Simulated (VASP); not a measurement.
A run of VASP 6.6.1 is set up as follows.

The input INCAR:

```
  PREC = Accurate
  ENCUT = 600
  EDIFF = 1E-6
  ISMEAR = 0
  SIGMA = 0.03
  LREAL = F
  LASPH = T
  NELM = 80
  ALGO = Normal
  ISIF = 3
  LWAVE = F
  LCHARG = F
  GGA = PE
  IVDW = 12
  IBRION = 2
  NSW = 90
  EDIFFG = -0.01
```

File KPOINTS:

```
regular mesh
0
Gamma
  12 12 12
```

The input POSCAR:

```
CdO
1.0
    0.0000000000      2.3495000000      2.3495000000
    2.3495000000      0.0000000000      2.3495000000
    2.3495000000      2.3495000000      0.0000000000
Cd O
1 1
Direct
    0.0000000000      0.0000000000      0.0000000000
    0.5000000000      0.5000000000      0.5000000000
```

Potentials or basis: VASP PAW PBE potentials, release 64 (Cd, O).

Run with:

```bash
$ cat potpaw_PBE.64/Cd/POTCAR potpaw_PBE.64/O/POTCAR > POTCAR
$ mpirun -np 1 vasp_std > vasp.out
```

Task: Estimate the relaxed cell.

Result: a = 3.352 Å, b = 3.352 Å, c = 3.352 Å, α = 60.00°, β = 60.00°, γ = 60.00°.

Task: What does it give for the dispersion energy per atom?

Result: -0.286 eV.

Step by step:
| step | energy change (eV) | largest force (eV/Å) | pressure (GPa) | volume (Å³) |
| --- | --- | --- | --- | --- |
| 1 | 0.0000 | 0.0000 | 3.77 | 25.94 |
| 2 | -0.0043 | 0.0000 | -2.28 | 27.10 |
| 3 | -0.0078 | 0.0000 | 0.01 | 26.62 |

Caveat: pairwise dispersion overbinds metals, which lowers pressure and volume. Zero-point motion and thermal expansion aren't in these numbers.
